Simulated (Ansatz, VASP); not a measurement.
**Al: VASP beside Ansatz**

File INCAR:

```
PREC = Accurate
ENCUT = 520
EDIFF = 1E-6
ISMEAR = -1
SIGMA = 0.05
LREAL = False
LASPH = True
NELM = 60
ALGO = Normal
ISIF = 2
LWAVE = False
LCHARG = False
GGA = PS
NBANDS = 10
```

KPOINTS

```
Automatic mesh
0
Gamma
  17 17 9
```

File POSCAR:

```
Al
1.0
    2.2621460631      0.0000000000      0.0000000000
   -1.1310730316      1.9590759577      0.0000000000
    0.0000000000      0.0000000000      3.6800825271
Al
2
Direct
    0.3333333333      0.6666666667      0.2500000000
    0.6666666667      0.3333333333      0.7500000000
```

Input for Ansatz:

```yaml
crystal:
  lattice:
    - [2.2621460631, 0.0, 0.0]
    - [-1.1310730316, 1.9590759577, 0.0]
    - [0.0, 0.0, 3.6800825271]
  atoms:
    - { symbol: Al, position: [0.3333333333, 0.6666666667, 0.25] }
    - { symbol: Al, position: [0.6666666667, 0.3333333333, 0.75] }
kpoints:
  mp_grid: { grid: [17, 17, 9] }
scf:
  occupations: { method: fermi_dirac, width: 0.05 }
hamiltonian:
  xc: pbesol
  pseudopotentials: { kind: all_electron, lapw: { basis_error: 0.001 } }
output:
  forces: true
  stress: true
  eigenvalues: true
  populations: true
```

Change from the starting cell: volume scaled by 0.5, LAPW.

Alike in both runs: task single point; functional PBEsol; k mesh 17 × 17 × 9; occupations fermi-dirac, width 0.05 eV; no spin polarisation.

|  | VASP | Ansatz |
| --- | --- | --- |
| version | VASP 6.6.1 | Ansatz 0.2.0 |
| potentials or method | VASP PAW PBE potentials, release 64 (Al) | all-electron LAPW, scalar-relativistic |
| plane-wave cutoff (eV) | 520 | see its input |

```csv
,VASP,Ansatz,Ansatz less VASP
pressure (GPa),231.1,227.4,-3.69
largest component of the traceless stress (GPa),0.16,0.03,-0.122
```

Ansatz ran all-electron here, so the differences hold the error of VASP's frozen core and of both bases.

Caveats: the cell as given lies far from equilibrium; so large a pressure means that the cell lies far from this level's equilibrium, or that cutoff or potentials fall short (VASP); the potentials were made for another functional, which shifts forces and pressure (VASP).
